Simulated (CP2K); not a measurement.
# W2C under changes of volume

One of the cells (12.729 Å³/atom); the others are scaled copies at fixed shape and fractional positions:

```
CELL_PARAMETERS angstrom
3.07005 0.00000 0.00000
-1.53502 2.65874 0.00000
0.00000 0.00000 4.67843
ATOMIC_POSITIONS crystal
W 0.66667 0.33333 0.25367
W 0.33333 0.66667 0.74633
C 0.00000 0.00000 0.00000
```

The cell comes from a database or a generator and needn't be the stable form of this composition.

```yaml
Program: CP2K 2026.2
Functional: PBE
Potentials_or_basis: POTENTIAL_UZH W GTH-PBE-q14, C GTH-PBE-q4; TZVP-MOLOPT-PBE-GTH basis
Density_cutoff: 6123 eV
k_mesh: 10 × 10 × 6
Occupations: fermi-dirac, width 0.05 eV
Spin: no spin polarisation
```

```csv
volume (Å³/atom),energy over the lowest point (meV/atom),pressure (GPa),largest force (eV/Å)
11.965,?,?,?
12.220,10.24,10.3,0.351
12.475,0.00,2.8,0.160
12.729,1.11,-4.0,0.016
12.984,12.42,-10.1,0.179
13.238,32.88,-15.5,0.329
13.493,61.55,-20.4,0.467
```

What does the run at 11.965 Å³/atom give?

Energy over the lowest point 33.13 meV/atom; pressure 18.7 GPa; largest force 0.559 eV/Å.

Worked out: A Birch-Murnaghan fit of order 3 (a polynomial in V^(-2/3)) to the other rows has its minimum at 12.57 Å³/atom with B0 = V·E''(V) = 338 GPa and B' = 4.4 at fixed shape and positions, which overstates the stiffness. It gives 33.23 meV/atom at 11.965 Å³/atom, against the run's 33.13, and -dE/dV = 18.7 GPa, against 18.7.

Energies are extrapolated to zero smearing.

Caveats: the basis of atomic orbitals isn't converged, which shifts pressures, moduli and gaps.
